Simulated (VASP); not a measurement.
Wanted: the native input for a VASP 6.6.1 run.

```yaml
Task: single point
Functional: HSE06
Potentials_or_basis: VASP PAW PBE potentials, release 64 (Pb_d, O)
Cutoff: 520 eV
k_mesh: 6 × 6 × 4
Occupations: fermi-dirac, width 0.05 eV
Spin: no spin polarisation
Grid_for_exact_exchange_PRECFOCK: Fast
Screening_parameter: 0.2 1/A
Further_INCAR_settings: ALGO = Normal; EDIFF = 1e-06; NBANDS = 28
```

PbO:

```
Pb O
1.0
     3.99000    0.00000    0.00000
     0.00000    3.99000    0.00000
     0.00000    0.00000    5.01000
Pb O
2 2
Direct
  0.00000 0.50000 0.24000
  0.50000 0.00000 0.76000
  0.00000 0.00000 0.00000
  0.50000 0.50000 0.00000
```

These files were run (other wordings do the same):

POSCAR

```
PbO
1.0
    3.9900000000      0.0000000000      0.0000000000
    0.0000000000      3.9900000000      0.0000000000
    0.0000000000      0.0000000000      5.0100000000
Pb O
2 2
Direct
    0.0000000000      0.5000000000      0.2400000000
    0.5000000000      0.0000000000      0.7600000000
    0.0000000000      0.0000000000      0.0000000000
    0.5000000000      0.5000000000      0.0000000000
```

INCAR.step1

```
  ALGO = Normal
  EDIFF = 1E-5
  ENCUT = 520
  GGA = PE
  ISIF = 2
  ISMEAR = -1
  KPAR = 4
  LASPH = True
  LCHARG = False
  LREAL = False
  LWAVE = True
  NBANDS = 28
  NELM = 60
  PREC = Accurate
  SIGMA = 0.05
```

INCAR.step2

```
  ALGO = Normal
  EDIFF = 1E-6
  ENCUT = 520
  GGA = PE
  HFSCREEN = 0.2
  ISIF = 2
  ISMEAR = -1
  ISTART = 1
  KPAR = 4
  LASPH = True
  LCHARG = False
  LHFCALC = True
  LREAL = False
  LWAVE = False
  NBANDS = 28
  NELM = 60
  PREC = Accurate
  PRECFOCK = Fast
  SIGMA = 0.05
```

KPOINTS

```
k-points
0
Gamma
  6 6 4
```

Potentials or basis: VASP PAW PBE potentials, release 64 (Pb_d, O).

Launch:

```sh
$ cat potpaw_PBE.64/Pb_d/POTCAR potpaw_PBE.64/O/POTCAR > POTCAR
$ cp INCAR.step1 INCAR
$ mpirun -np 4 vasp_std > vasp.out
$ cp INCAR.step2 INCAR
$ mpirun -np 4 vasp_std > vasp.out
```

Results of the run:

| Property | Result |
| --- | --- |
| Pressure | -0.7 GPa |
| Largest force | 0.590 eV/Å |
| Band gap on the k mesh | 1.83 eV, indirect (least direct gap 3.23 eV) |

Caveat: the PAW data sets were made with another functional, which shifts forces and pressure a little; spin-orbit coupling is left out, which as a rule narrows the gap of such compounds by several tenths of an eV.

Wall time 45 min on 4 MPI ranks on Intel(R) Xeon(R) Platinum 8375C CPU @ 2.90GHz (Ice Lake), on a shared host, peak memory 0.35 GiB a rank.
